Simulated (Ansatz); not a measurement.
Crystal: MoS2.

```
Mo S
1.0
     3.22746    0.00000    0.00000
    -1.61373    2.79507    0.00000
     0.00000    0.00000    6.31247
Mo S
1 2
Direct
  0.00000 0.00000 0.50000
  0.66667 0.33333 0.74468
  0.33333 0.66667 0.25532
```

Measurements of this composition are mostly on another form, of space group No. 194.

Base run:

| Property | Result |
| --- | --- |
| Program | Ansatz 0.2.0 |
| Functional | r2SCAN |
| Potentials or basis | Ansatz PAW |
| Cutoff | 500 eV |
| Density cutoff | 2000 eV |
| k mesh | 7 × 7 × 3 |
| Occupations | fermi-dirac, width 0.05 eV |
| Spin | spin-orbit coupling, no magnetisation |

Its results: band gap on the k mesh none (metal or under the smearing width); pressure 0.2 GPa; largest force 0.067 eV/Å.

Q: The run is repeated on the same cell with these changes: functional from r2SCAN to LDA; cutoff from 500 eV to 420 eV; density cutoff from 2000 eV to 1680 eV. What comes out?

A: Band gap on the k mesh none (metal or under the smearing width); pressure -5.7 GPa; largest force 0.176 eV/Å.

Caveats: the PAW data sets come from PBE, with cores solved anew for the run's functional, which leaves a small shift of forces and pressure.

Not every run made on this cell is shown here.
